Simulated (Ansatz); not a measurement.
Rocksalt BeS, relaxed with r2SCAN in the plane-wave code Ansatz. Space group Fm-3m (No. 225), cubic; conventional cell a = 4.635 Å, 12.44 Å³ an atom. Be has 6 S at 2.32 Å; S has 6 Be at 2.32 Å.

The axes x, y and z are those of this cell:
```
Be S
1.0
     0.00000    2.31730    2.31730
     2.31730    0.00000    2.31730
     2.31730    2.31730    0.00000
Be S
1 1
Cartesian
  0.0000 0.0000 0.0000
  2.3173 2.3173 2.3173
```

Unstrained: With PBE the valence top lies at Γ–K (0.40 of the way from Γ) and the conduction bottom at X, 0.964 eV higher; the smallest vertical gap, at X, is 4.143 eV. r2SCAN gives an indirect gap of 1.329 eV, from Γ–K (0.40 of the way from Γ) to X; the least direct gap is 4.598 eV at X. With HSE06 the valence top lies at Γ–K (0.40 of the way from Γ) and the conduction bottom at X, 1.731 eV higher; the smallest vertical gap, at X, is 5.213 eV. Meshes: PBE 10×10×10, r2SCAN 10×10×10, HSE06 6×6×6. Strains are changes of length per length. After each strain the atoms were relaxed again with r2SCAN within the symmetry that the strain leaves, so tilts or polar shifts that break it weren't tested; points keep the names that they have in the unstrained zone. Spin-unpolarised throughout. Whether this structure exists isn't addressed.

Question: One strain changed the r2SCAN stress by xx -0.89, yy -0.89, zz -0.04 GPa (compression positive) and the gap by -0.070 eV (PBE), -0.075 eV (r2SCAN), -0.077 eV (HSE06). Which kind of strain was it, and roughly how large?

Answer: Epitaxial +0.5 % in the xy plane, free normal strain -0.43 %. The pattern of the stress gives the kind; the size needs the stiffness, so it is an estimate.

Question: One strain changed the r2SCAN stress by xx -5.88, yy -5.88, zz -5.88 GPa (compression positive) and the gap by -0.032 eV (PBE), -0.026 eV (r2SCAN), -0.042 eV (HSE06). Which kind of strain was it, and roughly how large?

Answer: Isotropic +2.0 % on every length. The pattern of the stress gives the kind; the size needs the stiffness, so it is an estimate.

Question: Apply uniaxial +4.0 % along x, other directions held. How far does the gap move, against the unstrained cell?

Answer: PBE: the gap goes from 0.964 to 0.828 eV (-0.136 eV); the edges go from Γ–K (0.40) → X to (0.143, 0.008, -0.135) → X. r2SCAN: the gap goes from 1.329 to 1.171 eV (-0.158 eV); the edges go from Γ–K (0.40) → X to Γ → X. The r2SCAN energy rises by 9.3 meV an atom.

Question: For epitaxial +5.0 % in the plane normal to [111], how far does the free direction move, and what happens to the gap?

Answer: The normal strain at zero normal stress is -1.00 %, 0.20 of the in-plane strain with the sign turned. PBE: the gap goes from 0.964 to 0.662 eV (-0.302 eV); the edges go from Γ–K (0.40) → X to Γ → X. r2SCAN: the gap goes from 1.329 to 0.985 eV (-0.344 eV); the edges go from Γ–K (0.40) → X to Γ → X. HSE06: the gap goes from 1.731 to 1.415 eV (-0.316 eV); the edges go from Γ–K (0.40) → X to Γ → X.

Question: Estimate what isotropic -4.0 % on every length does to the gap.

Answer: PBE: the gap goes from 0.964 to 1.005 eV (+0.041 eV). r2SCAN: the gap goes from 1.329 to 1.353 eV (+0.024 eV). HSE06: the gap goes from 1.731 to 1.791 eV (+0.060 eV). The r2SCAN energy rises by 69.1 meV an atom.

Where an edge lies off the special points, it is a point of the mesh or the k point where a search put PBE's edge or least direct gap, reused for the other functionals, whose own edges may lie a little apart.

Coordinates of k points refer to the reciprocal vectors of the primitive cell of the runs.

The meshes of the hybrids are coarse, so their gaps aren't converged to the digits shown.
